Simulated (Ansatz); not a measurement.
Free-standing sheet of HfS₂, cell area 11.336 Å²:

```
CELL_PARAMETERS angstrom
3.61789 0.00000 0.00000
-1.80895 3.13319 0.00000
0.00000 0.00000 31.82565
ATOMIC_POSITIONS crystal
S 0.66667 0.33333 0.45426
Hf 0.00000 0.00000 0.50000
S 0.33333 0.66667 0.54574
```

Computed with Ansatz, DFT PBE+D3(BJ), scalar-relativistic, plane waves, PAW. Plane waves to 420 eV, a k mesh through Γ of 12×12×1 on the computed 3-atom cell and Gaussian smearing (0.02 eV); no spin polarisation. No periodic images along c.

In an external field along +c, atoms held, its energy changes by -5.904 meV a cell at +0.2 V/Å and by -5.904 meV at −0.2 V/Å.

Q: What dipole and polarisability along c does the sheet have?

A: ΔE = −pF − αF²/2. The odd part gives p = −[ΔE(+F) − ΔE(−F)]/(2F) = 0.0000 e·Å a cell (none within the accuracy). The even part gives α = −[ΔE(+F) + ΔE(−F)]/F² = 0.2952 e·Å²/V.

Q: What thickness does that polarisability stand for?

A: α/(ε0·A) = 0.2952 × 180.95/11.336 = 4.71 Å. For a slab of thickness t and dielectric constant ε this equals t(1 − 1/ε), so it is the thickness over which the sheet would screen the field wholly.

Q: Predict the energy change at +0.35 V/Å.

A: −p·0.35 − α·0.35²/2 = -18.08 meV; the calculation gives -18.09 meV, so the response is still linear.

Spin-orbit coupling is left out, which matters for the bands of heavy elements.